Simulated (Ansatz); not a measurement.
# Hf2Si: two-dimensional strain map

Computed with Ansatz, DFT PBEsol, scalar-relativistic, plane waves, PAW. Settings: plane waves to 420 eV, k-mesh 12×12×12 (Γ-centred), Gaussian smearing 0.15 eV. Spin–orbit coupling is left out, which can shift energies with elements as heavy as these. No spin polarisation. Energies are free energies at this smearing, counted from the undisturbed cell; pressure is positive in compression.

The undisturbed cell (relaxed at this level; it needn't be the usual structure):

```
Hf Si
1.0
    -3.25533    3.25533    2.57161
     3.25533   -3.25533    2.57161
     3.25533    3.25533   -2.57161
Hf Si
4 2
Direct
  0.84325 0.65675 0.50000
  0.34325 0.84325 0.18651
  0.15675 0.34325 0.50000
  0.65675 0.15675 0.81349
  0.75000 0.75000 0.00000
  0.25000 0.25000 0.00000
```

The cell is strained by p along both x and y and by q along z, fractional coordinates fixed. Points are written (p, q).

Energy above the undisturbed cell in meV/atom (a dash: not computed):

```csv
p \ q,-0.050,0.000,0.050
-0.050,219.1,111.1,?
0.000,45.9,0.0,?
0.050,92.3,91.2,164.5
```

Question: Fill in the withheld energies.

Answer: (-0.050, 0.050): 91.6; (0.000, 0.050): 35.1.